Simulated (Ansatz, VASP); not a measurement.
One calculation of In, two programs

```
CELL_PARAMETERS angstrom
3.33548 0.00000 0.00000
-1.66774 2.88861 0.00000
0.00000 0.00000 5.34387
ATOMIC_POSITIONS crystal
In 0.33333 0.66667 0.25000
In 0.66667 0.33333 0.75000
```

Change from the starting cell: strain +0.000 along x and y, -0.030 along z, atoms carried along.

Alike in both runs: task single point; functional PBE; dispersion D3(BJ); k mesh 18 × 18 × 10; occupations gaussian, width 0.15 eV; no spin polarisation.

```csv
,VASP,Ansatz
version,VASP 6.6.1,Ansatz 0.2.0
potentials or method,"VASP PAW PBE potentials, release 64 (In_d)","scalar-relativistic, plane waves, PAW"
plane-wave cutoff (eV),520,420
valence electrons in the cell,26,26
```

Ansatz gave:

| Quantity | Value |
| --- | --- |
| gap on the k mesh at the Fermi level (eV) | none |
| pressure (GPa) | 0.9 |
| largest component of the traceless stress (GPa) | 0.34 |

**Question.** Which values does VASP return?

**Answer.** gap on the k mesh at the Fermi level (eV): none; pressure (GPa): 0.8; largest component of the traceless stress (GPa): 0.34.

A gap of «none» marks a metal or a gap that the smearing closes.

Caveats: pairwise dispersion overbinds metals, which lowers pressure and volume.
